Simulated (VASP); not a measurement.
The system is CoO.

```
Co O
1.0
     2.57053    0.00000    0.00000
     0.00000    2.57053    0.00000
     0.00000    0.00000    2.57053
Co O
1 1
Direct
  0.00000 0.00000 0.00000
  0.50000 0.50000 0.50000
```

Measurements of this composition are mostly on another form, of space group No. 225.

Base run:

| Item | Value |
| --- | --- |
| Program | VASP 6.6.1 |
| Functional | PBE |
| Potentials or basis | VASP PAW PBE potentials, release 64 (Co, O) |
| Cutoff | 520 eV |
| k mesh | 10 × 10 × 10 |
| Occupations | fermi-dirac, width 0.05 eV |
| Spin | collinear spin, ferromagnetic start |
| Starting moments | [2.0, 0.0] μB |

Its results: band gap on the k mesh none (metal or under the smearing width); pressure 11.1 GPa; net moment 3.00 μB per cell; site moments Co +2.49; O +0.45 μB.

Q: The run is repeated on the same cell with these changes: functional from PBE to r2SCAN; further incar settings from ALGO = Normal; EDIFF = 1e-07; NBANDS = 18 to ALGO = Normal; EDIFF = 1e-06. What comes out?

A: Band gap on the k mesh 0.62 eV, indirect (least direct gap 0.66 eV); pressure 11.6 GPa; net moment 3.00 μB per cell; site moments Co +2.62; O +0.35 μB.

Caveats: a cell with one magnetic atom can't hold antiferromagnetic order, which such compounds often take; semilocal functionals often make such compounds metallic where correlation or magnetic order opens a gap, which also shifts bond lengths (some runs); the PAW data sets were made with another functional, which shifts forces and pressure a little (some runs).

A k mesh can miss the band edges.

Not every run made on this cell is shown here.
